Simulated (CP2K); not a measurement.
Runs of CP2K 2026.2 on Sn. Symmetry: I4_1/amd, No. 141, tetragonal system. The conventional cell has a = 5.880 Å, b = 5.880 Å, c = 3.199 Å, α = 90.00°, β = 90.00°, γ = 90.00°. Around Sn (site symmetry -4m2) lie 6 Sn at 3.05 to 3.20 Å. 

```tsv
task	level	potentials or basis	cell	k mesh	smearing	EPS_DEFAULT	k points reduced by the point group	NGRIDS	basis sets	potentials	gap on the mesh (eV)	pressure (GPa)	largest force (eV/Å)
band structure	PBEsol	POTENTIAL_UZH Sn GTH-PBE-q4; TZVP-MOLOPT-PBE-GTH basis	as given	9 × 9 × 9	fermi-dirac 0.0259 eV	1.0E-9	yes	5	Sn TZVP-MOLOPT-PBE-GTH-q4	Sn GTH-PBE-q4 of POTENTIAL_UZH	none	1.8	-
band structure	PBE	POTENTIAL_UZH Sn GTH-PBE-q4; TZVP-MOLOPT-PBE-GTH basis	as given	9 × 9 × 9	fermi-dirac 0.05 eV	1.0E-9	yes	5	Sn TZVP-MOLOPT-PBE-GTH-q4	Sn GTH-PBE-q4 of POTENTIAL_UZH	none	2.4	-
relaxation of cell and atoms	PBE	POTENTIAL_UZH Sn GTH-PBE-q4; TZVP-MOLOPT-PBE-GTH basis	relaxed	7 × 7 × 7	fermi-dirac 0.05 eV	1.0E-9	-	4	Sn TZVP-MOLOPT-PBE-GTH-q4	Sn GTH-PBE-q4 of POTENTIAL_UZH	none	0.0	0.02
relaxation of cell and atoms	vdW-DF2	POTENTIAL_UZH Sn GTH-PBE-q4; TZVP-MOLOPT-PBE-GTH basis	relaxed	7 × 7 × 7	fermi-dirac 0.05 eV	1.0E-9	-	4	Sn TZVP-MOLOPT-PBE-GTH-q4	Sn GTH-PBE-q4 of POTENTIAL_UZH	none	0.0	0.06
band structure	PBEsol	POTENTIAL_UZH Sn GTH-PBE-q4; TZVP-MOLOPT-PBE-GTH basis	as given	9 × 9 × 9	fermi-dirac 0.05 eV	1.0E-9	yes	5	Sn TZVP-MOLOPT-PBE-GTH-q4	Sn GTH-PBE-q4 of POTENTIAL_UZH	none	1.8	-
band structure	PBEsol	POTENTIAL_UZH Sn GTH-PBE-q4; TZVP-MOLOPT-PBE-GTH basis	as given	9 × 9 × 9	fermi-dirac 0.01 eV	1.0E-9	yes	5	Sn TZVP-MOLOPT-PBE-GTH-q4	Sn GTH-PBE-q4 of POTENTIAL_UZH	none	1.8	-
band structure	r2SCAN	POTENTIAL_UZH Sn GTH-SCAN-q4; TZVP-MOLOPT-SCAN-GTH basis	as given	9 × 9 × 9	fermi-dirac 0.0259 eV	1.0E-9	yes	5	Sn TZVP-MOLOPT-SCAN-GTH-q4	Sn GTH-SCAN-q4 of POTENTIAL_UZH	none	(a)	-
```

Alike in all rows: no spin polarisation.

Fill in the values left out.

(a) -3.5.

Caveats: the basis of atomic orbitals isn't converged, which shifts pressures, moduli and gaps; the potentials were made for another functional, which shifts forces and pressure (some runs); more than 0.5 GPa of stress was left at the end, so the final cell isn't listed (some runs).

A k mesh can miss the band edges, and the runs leave out spin-orbit coupling on Sn.

A gap of «none» marks a metal or a gap under the smearing width.

Not every run made on this cell is shown here.
